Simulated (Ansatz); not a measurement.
The system is Ta.

```xyz
2
Lattice="2.9004 0.0000 0.0000 -1.4502 2.5118 0.0000 0.0000 0.0000 5.1663" Properties=species:S:1:pos:R:3 pbc="T T T"
Ta    0.0000    1.6745    1.2916
Ta    1.4502    0.8373    3.8747
```

This isn't the form of Ta at room conditions, which is bcc.

* Program: Ansatz 0.2.0
* Task: relaxation of cell and atoms
* Functional: HSE03
* Potentials or basis: Ansatz PAW
* Cutoff: 420 eV (not typed: the program's choice for these potentials)
* k mesh: 6 × 6 × 3
* Occupations: fermi-dirac, width 0.05 eV
* Spin: no spin polarisation

At the start: volume 18.82 Å³/atom.

Task: Where does the relaxation end?

Result: It ends after 4 steps and the volume is 18.49 Å³/atom (-1.8 %); space group P6_3/mmc (No. 194, to 0.05 Å).

The path:
```csv
step,energy change (eV),largest force (eV/Å),volume (Å³)
1,0.0000,0.0000,37.64
2,-0.0075,0.0000,37.04
3,-0.0075,0.0000,36.98
4,-0.0073,0.0000,36.98
```

Final structure:
```
CELL_PARAMETERS angstrom
2.88678 0.00000 0.00000
-1.44339 2.50003 0.00000
0.00000 0.00000 5.12358
ATOMIC_POSITIONS crystal
Ta 0.33333 0.66667 0.25000
Ta 0.66667 0.33333 0.75000
```

Caveat: the k mesh is coarse (spacing up to 0.42 Å⁻¹), so the values aren't converged, least of all with exact exchange; the plane-wave basis is chosen anew once the cell has moved, so the energies of steps on either side of that aren't comparable; the PAW data sets come from PBE, with cores solved anew for the run's functional, which leaves a small shift of forces and pressure.
